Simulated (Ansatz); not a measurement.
**I under changes of volume**

One of the cells (40.553 Å³/atom); the others are scaled copies at fixed shape and fractional positions:

```
I
1.0
     0.00000    2.36560    3.90984
     2.19225    0.00000    3.90984
     2.19225    2.36560    0.00000
I
1
Direct
  0.00000 0.00000 0.00000
```

| Item | Value |
| --- | --- |
| Program | Ansatz 0.2.0 |
| Functional | PBE |
| Dispersion | D3(BJ) |
| Potentials or basis | Ansatz PAW |
| Cutoff | 420 eV (not typed: the program's choice for these potentials) |
| k mesh | 9 × 9 × 9 |
| Occupations | fermi-dirac, width 0.05 eV |
| Spin | no spin polarisation |

```csv
volume (Å³/atom),energy over the lowest point (meV/atom),pressure (GPa)
38.120,2.27,0.8
38.931,0.00,0.2
39.742,0.85,-0.4
40.553,4.43,-0.9
41.364,10.41,-1.4
42.175,18.50,-1.8
42.986,?,?
```

**Question.** What does the run at 42.986 Å³/atom give?

**Answer.** Energy over the lowest point 28.43 meV/atom; pressure -2.1 GPa.

Worked out: A Birch-Murnaghan fit of order 3 (a polynomial in V^(-2/3)) to the other rows has its minimum at 39.10 Å³/atom with B0 = V·E''(V) = 29 GPa and B' = 5.3 at fixed shape and positions, which overstates the stiffness. It gives 28.43 meV/atom at 42.986 Å³/atom, against the run's 28.43, and -dE/dV = -2.1 GPa, against -2.1.

Energies are extrapolated to zero smearing.

Caveats: an odd number of electrons without spin polarisation forces a metal; a magnetic or distorted state may lie lower; pairwise dispersion overbinds metals, which lowers pressure and volume.
